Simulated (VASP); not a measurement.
Write the native input for VASP 6.6.1 that does the following.

```yaml
Task: relaxation of cell and atoms
Functional: PBEsol
Potentials_or_basis: VASP PAW PBE potentials, release 64 (K_sv, Br)
Cutoff: 600 eV
k_mesh: 8 × 8 × 8
Occupations: gaussian, width 0.03 eV
Spin: no spin polarisation
Further_INCAR_settings: ALGO = Normal; EDIFF = 1e-07; IBRION = 2; EDIFFG = -0.005; NSW = 90; ISIF = 3
```

The structure of KBr lies in POSCAR:

```
KBr                                     
1.0
   -0.0000000000      3.2798924861      3.2798924861
    3.2798924861      0.0000000000      3.2798924861
    3.2798924861      3.2798924861      0.0000000000
  K               Br            
     1     1
Direct
     0.0000000000000000    0.0000000000000000    0.0000000000000000
     0.5000000000000000    0.5000000000000000    0.5000000000000000
```

The input as run:

INCAR

```
ALGO = Normal
EDIFF = 1E-7
EDIFFG = -0.005
ENCUT = 600
GGA = PS
IBRION = 2
ISIF = 3
ISMEAR = 0
KPAR = 4
LASPH = T
LCHARG = F
LREAL = F
LWAVE = F
NELM = 80
NSW = 90
PREC = Accurate
SIGMA = 0.03
```

KPOINTS

```
k-points
0
Gamma
  8 8 8
```

Potentials or basis: VASP PAW PBE potentials, release 64 (K_sv, Br).

Run with:

```console
$ cat potpaw_PBE.64/K_sv/POTCAR potpaw_PBE.64/Br/POTCAR > POTCAR
$ mpirun -np 4 vasp_std > vasp.out
```

Results of the run:

The pressure after relaxing is 0.0 GPa. The band gap on the k mesh is 4.32 eV, direct.

Caveat: the relaxation stopped at its first step, so nothing moved; the PAW data sets were made with another functional, which shifts forces and pressure a little.

Run time: 21 s on 4 MPI ranks on Intel(R) Xeon(R) Platinum 8259CL CPU @ 2.50GHz (Skylake/Cascade Lake), with other jobs on the host, peak memory 0.24 GiB a rank.
